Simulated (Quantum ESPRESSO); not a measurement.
## KBr: zone-centre phonons under several settings

```
Br K
1.0
     0.00000    3.30000    3.30000
     3.30000    0.00000    3.30000
     3.30000    3.30000    0.00000
Br K
1 1
Cartesian
  3.3000 3.3000 3.3000
  0.0000 0.0000 0.0000
```

All runs used Quantum ESPRESSO 7.5; k mesh 2 × 2 × 2, shifted; relaxed cell; no spin polarisation; occupations smeared at first, fixed for the response.

```tsv
level	potentials	cutoff (eV)	volume (Å³/atom)	lowest optical mode without the field (cm⁻¹)	sum of the Born charges (e)
LDA	PseudoDojo 0.4.1 SR LDA standard	980	32.10	135	0.10
PBE	PseudoDojo 0.4.1 SR PBE standard	1007	37.48	103	0.05
AM05	PseudoDojo 0.4.1 SR PBE standard	1007	36.94	100	0.06
revPBE	PseudoDojo 0.4.1 SR PBE standard	1007	40.63	86	0.04
PW91	PseudoDojo 0.4.1 SR PBE standard	1007	37.40	101	0.05
vdW-DF-cx	PseudoDojo 0.4.1 SR PBE standard	1007	?	?	?
```

Q: What stands in the row left open?

A: Volume 35.94 Å³/atom; lowest optical mode without the field 116 cm⁻¹; sum of the Born charges 0.06 e.

Caveats: all runs use coarse meshes; the potentials were made for another functional, which shifts forces and pressure (some runs); the relaxation stopped at its first step, so nothing moved (some runs).

For the row left open. Caveat: the k mesh is coarse (spacing up to 0.82 Å⁻¹), so the values aren't converged; the mesh is thin for the dielectric tensor, Born charges and intensities, which usually come out too large; the potentials were made for another functional, which shifts forces and pressure; the relaxation stopped at its first step, so nothing moved; the Born charges break their sum rule by 0.06 e, a sign of too thin a mesh.
